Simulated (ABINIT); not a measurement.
Runs of ABINIT 10.8.3 (patched build) on Mo. The structure is cubic, space group Im-3m (No. 229). Conventional cell: a = 3.168 Å, b = 3.168 Å, c = 3.168 Å, α = 90.00°, β = 90.00°, γ = 90.00°. Around Mo (site symmetry m-3m) lie 8 Mo at 2.74 Å. 

```csv
task,level,potentials or basis,spin,k mesh,cutoff (eV),dispersion computed by,fine-grid cutoff,gap on the mesh (eV),pressure (GPa),V0 of scaled cells (Å³/atom),B0 (GPa)
equation of state,revPBE+D4,JTH PAW PBE v2.0,off,12 × 12 × 12,408,dftd4 4.3.1,816.342 eV,-,-,15.37,(d)
equation of state,LDA,JTH PAW LDA v2.0,"SOC, no magnetisation",12 × 12 × 12,408,-,816.342 eV,-,-,15.08,(c)
band structure,LDA,JTH PAW LDA v2.0,"SOC, no magnetisation",12 × 12 × 12,408,-,816.342 eV,none,-13.9,-,-
equation of state,r2SCAN,JTH PAW PBE v2.0,off,12 × 12 × 12,435,-,870.764 eV,-,-,15.70,272
equation of state,BLYP+D3(BJ),JTH PAW PBE v2.0,off,12 × 12 × 12,408,-,816.342 eV,-,-,(b),278
single point,PBEsol,JTH PAW PBE v2.0,off,10 × 10 × 10,408,-,816.342 eV,none,(a),-,-
band structure,PBEsol,PseudoDojo NC SR PBEsol v0.4.1 standard,off,12 × 12 × 12,1088,-,-,none,-9.4,-,-
equation of state,AM05,JTH PAW PBE v2.0,off,12 × 12 × 12,408,-,816.342 eV,-,-,15.28,288
```

Alike in all rows: cell as given; smearing fermi-dirac 0.05 eV.

Problem. Fill in the values left out.

Solution. (a) -9.1; (b) 15.33; (c) 299; (d) 277.

Caveats: pressures at fixed basis lie under the slope of the energies (some runs); the PAW data sets were made with another functional, which shifts forces and pressure a little (some runs).

A k mesh can miss the band edges, and rows without SOC leave out spin-orbit coupling on Mo.

A gap of «none» marks a metal or a gap under the smearing width.

Runs at the PBE level aren't shown here.
